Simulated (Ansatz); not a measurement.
**YN: pressure against volume**

YN, Fm-3m, a = 4.856 Å. Ansatz: PBEsol, PAW, 420 eV, Γ-centred 12×12×12 mesh on 2 atoms, Gaussian smearing 0.01 eV; no spin polarisation. Symmetry fixes shape and atoms, so the cell is only scaled; pressure is positive in compression.

```tsv
V (Å³/atom)	P (GPa)
12.598	28.57
13.028	19.65
13.457	12.03
13.887	?
14.316	0.00
14.746	-4.76
15.175	-8.83
15.748	-13.35
```

Problem. Take V0 = 14.316 Å³/atom, fit the third-order Birch–Murnaghan form to the other rows, and predict the missing pressure.

Solution. With the Eulerian strain f = ½[(V0/V)^(2/3) − 1] and y = P/[3f(1 + 2f)^(5/2)], the form is the line y = B0 + 1.5 B0 (B0′ − 4) f. Rows (f, y): 0.04448, 173.0; 0.03243, 172.6; 0.02106, 171.7; -0.00977, 170.6; -0.01905, 170.3; -0.03079, 169.4. Means f = 0.006393, y = 171.27; Σ(Δf)² = 0.004635, ΣΔfΔy = 0.2119; the slope is their ratio. y = 171.0 + 45.71 f GPa, so B0 = 171.0 GPa and B0′ = 4 + 2 × (45.71)/(3 × 171.0) = 4.18. At V = 13.887, f = 0.01025, y = 171.47 and P = 5.55 GPa. The run gave 5.56 GPa, so the fit is 0.01 GPa too low, within the rms miss on the fitted rows (0.01 GPa). Note that the gap is open there and closed in the run one row up.

Where the gap has closed, the smearing of 0.02 eV or less is narrow for a metal on this mesh.

Closed-shell ions balance this formula, and semilocal functionals make gaps too small, so «metal» can mean here that the functional has closed a real gap.